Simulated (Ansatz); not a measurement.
# O: a single-point run

Aim: a sound single-point run of O. The structure is shown as the input types it.

Method: DFT, PBE, all-electron LAPW, Dirac equation with spin-orbit coupling, in Ansatz 0.2.0.

2 further runs of the same task are left out: 2 that didn't finish.

## (1) Starting point

It takes space group C2/m (No. 12, monoclinic). Conventional cell: a = 5.703 Å, b = 3.325 Å, c = 4.363 Å, α = 90.00°, β = 123.29°, γ = 90.00°. O (site symmetry m) is surrounded by 1 O at 1.22 Å.

Coordinates:

```
O
1.0
     2.85140   -1.66242    0.00000
     2.85140    1.66242    0.00000
    -2.39449    0.00000    3.64705
O
2
Direct
  0.02545 0.02545 0.15557
  0.97455 0.97455 0.84443
```

## (2) The calculation

The input, input.yaml:

```yaml
crystal:
  lattice:
    - [2.8514028533, -1.66241594, 0.0]
    - [2.8514028533, 1.66241594, 0.0]
    - [-2.3944914034, 0.0, 3.6470501824]
  atoms:
    - { symbol: O, position: [0.02545383, 0.02545383, 0.15557402], spin: 0.6, spin_axis: [0.0, 0.0, 1.0] }
    - { symbol: O, position: [0.97454617, 0.97454617, 0.84442598], spin: 0.6, spin_axis: [0.0, 0.0, 1.0] }
magnetization:
  noncollinear: true
  spin_orbit: true
kpoints:
  mp_grid: { grid: [8, 8, 6] }
scf:
  occupations: { method: fermi_dirac, width: 0.05 }
  lower_state_search: "off"
hamiltonian:
  xc: pbe
  pseudopotentials: { kind: all_electron, lapw: { basis_error: 0.00025 } }
output:
  eigenvalues: false
checkpoint:
  read: start
  post_process_only: true
```

Launch:

```
$ ansatz run input.yaml --threads 4 --pin off --max-ram 7168MiB --backend cpu --events-out ev --progress --plain --runs-dir out
```

**Question.** How will this run end, and is anything wrong with its input?

Nothing was computed: the input was turned down at the start. It says: «inconsistent input (checkpoint.post_process_only, output.eigenvalues): nothing to post-process: output.eigenvalues: false turns the band table off, and there is no band path, DOS, optics, wannier, boltztrap, local_orbitals ...»

Two settings exclude each other.

What to do: drop one of the clashing settings.
